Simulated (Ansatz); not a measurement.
**Polymorphs of Zn2CdTe3**

Computed with Ansatz 0.2.0, DFT PBE, scalar-relativistic, plane waves, PAW. All cells share a 420 eV cutoff and Γ-centred k meshes spaced at most about 0.3 Å⁻¹ (about 0.25 or finer for metals, 2π included). No spin polarisation.

Formation energies are uncorrected and refer to the elements' standard structures at the same level.

All energies are static (0 K, no zero-point motion). Only the structures computed here compete, so a lower one can exist. The k mesh leaves some 4 meV/atom of noise in the energy of each metallic cell. Spin–orbit coupling, which can matter for Te, is left out. The reference form of Te is held partly by dispersion forces, which this level lacks.

Invented guesses were relaxed alike, and ends that match in structure were merged. ΔE counts from the first row. Coordination counts Te atoms around Cd and Zn (those within 1.25 times the shortest such distance or 1.15 times the sum of covalent radii; a plus sign parts nearer from farther groups; the shortest distance is added where it is long for a bond). The ends were matched against large subsets of the Crystallography Open Database and the Materials Project, so a missing match doesn't prove that a structure is unreported.

```csv
#,reached from,type and space group,atoms,Å³/atom,coordination,ΔE (meV/atom),gap on mesh (eV),in databases
1,random cell,P4mm (No. 99),6,36.5,"Zn 1+2, Cd 5",0,0.00,no match
2,random cell,I4/mmm (No. 139),6,28.2,"Zn 5, Cd 12 from 3.9 Å",54,0.00,no match
3,random cell,R-3m (No. 166),6,31.2,"Zn 3, Cd 6",115,0.00,no match
4,HoCo3Ni2 type (P6/mmm),P6/mmm (No. 191),6,29.2,"Zn 6, Cd 12 from 4.1 Å",116,0.00,no match
5,random cell,P6/mmm (No. 191),6,46.0,"Zn 6 from 4.1 Å, Cd 6",338,0.00,no match
```

The lowest: Space group P4mm (No. 99), tetragonal, a = 5.445 Å, c = 7.394 Å. Zn is surrounded by 1 Te at 2.60 Å and 2 Te at 2.87 Å; Cd has 5 Te at 2.89–2.90 Å; around Te on a site of symmetry 4mm lie 4 Zn at 2.87 Å and 1 Cd at 2.89 Å; Te on a site of symmetry 2mm is surrounded by 1 Zn at 2.60 Å and 2 Cd at 2.90 Å. Its energy over the elements is +0.06 eV/atom. A positive value: parting into the elements would lower its energy. An observed structure of this formula, if there is one, may be missing.

```
CELL_PARAMETERS angstrom
5.44469 0.00000 0.00000
0.00000 5.44469 0.00000
0.00000 0.00000 7.39417
ATOMIC_POSITIONS crystal
Zn 0.50000 0.00000 0.14864
Zn 0.00000 0.50000 0.14864
Cd 0.00000 0.00000 0.66363
Te 0.00000 0.00000 0.27304
Te 0.50000 0.00000 0.79705
Te 0.00000 0.50000 0.79705
```

The second: Space group I4/mmm (No. 139), tetragonal, a = 5.554 Å, c = 10.977 Å. Zn is surrounded by 5 Te at 2.74–2.78 Å and 1 Cd at 2.75 Å; around Cd lie 2 Zn at 2.75 Å; Te on a site of symmetry -4m2 is surrounded by 4 Zn at 2.78 Å; Te on a site of symmetry 4/mmm has 2 Zn at 2.74 Å. Counting Te atoms around Cd and Zn, the first has Zn 1+2, Cd 5 and the second has Zn 5, Cd 12 from 3.9 Å. Cells relaxed within their symmetry can be saddle points. Some types were kept out of the candidates beforehand, so the set may lack a known form.
